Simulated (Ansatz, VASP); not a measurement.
NaCl: VASP beside Ansatz

```xyz
2
Lattice="2.9161 0.0000 0.0000 0.0000 2.9161 0.0000 0.0000 0.0000 2.9161" Properties=species:S:1:pos:R:3 pbc="T T T"
Na    0.0000    0.0000    0.0000
Cl    1.4580    1.4580    1.4580
```

Change from the starting cell: volume scaled by 1.06, crystal datasets.

Alike in both runs: task electric field gradients; functional PBEsol; k mesh 9 × 9 × 9; occupations fermi-dirac, width 0.03 eV; no spin polarisation.

|  | VASP | Ansatz |
| --- | --- | --- |
| version | VASP 6.6.1 | Ansatz 0.2.0 |
| potentials or method | VASP PAW PBE potentials, release 64 (Na_pv, Cl), cutoff 520 eV | all-electron PAW with datasets made for the crystal, scalar-relativistic |

VASP gave:

* gap on the k mesh at the Fermi level (eV): 4.76
* pressure (GPa): 47.0
* Vzz of the field gradient on the site that differs most (V/Å²): 0.0

**Question.** What did Ansatz give for the same quantities?

**Answer.** gap on the k mesh at the Fermi level (eV): 4.71; pressure (GPa): 46.5; Vzz of the field gradient on the site that differs most (V/Å²): 0.0.

Ansatz ran all-electron here, so the differences hold the error of VASP's frozen core and of both bases.

Caveats: so large a pressure means that the cell lies far from this level's equilibrium, or that cutoff or potentials fall short (VASP); the potentials were made for another functional, which shifts forces and pressure (VASP); an odd mesh through Γ misses points on the zone boundary, where band edges often lie.
